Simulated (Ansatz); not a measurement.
**Evanescent states of AlSb (F-43m, zinc blende, 2 atoms a cell, 29.6 Å³ an atom) along the normal of (110)**

Level of theory: r2SCAN (plane waves, PAW; Ansatz, an electronic-structure program).

The gap is the functional's own, uncorrected, and κ follows it; spin-orbit coupling is left out. Mid-gap means the computed energy nearest the middle.

Energies count from the valence-band top; κ is the least over a 8×6 mesh across the current.

```tsv
E (eV)	κ (1/Å)	where
0.04	0.031	Γ
0.14	0.052	Γ
0.23	0.066	Γ
0.32	0.076	Γ
0.41	[?]	Γ
0.49	[?]	Γ
0.58	0.095	Γ
0.68	[?]	Γ
0.77	[?]	Γ
0.85	0.105	Γ
0.94	[?]	Γ
1.03	[?]	Γ
1.12	[?]	Γ
1.22	0.105	Γ
1.30	0.095	Γ
1.40	0.075	off Γ
1.49	0.038	off Γ
```

Q: What belongs in the gaps?

A: 
- 0.41, κ (1/Å): 0.084
- 0.49, κ (1/Å): 0.090
- 0.68, κ (1/Å): 0.099
- 0.77, κ (1/Å): 0.102
- 0.94, κ (1/Å): 0.106
- 1.03, κ (1/Å): 0.106
- 1.12, κ (1/Å): 0.106
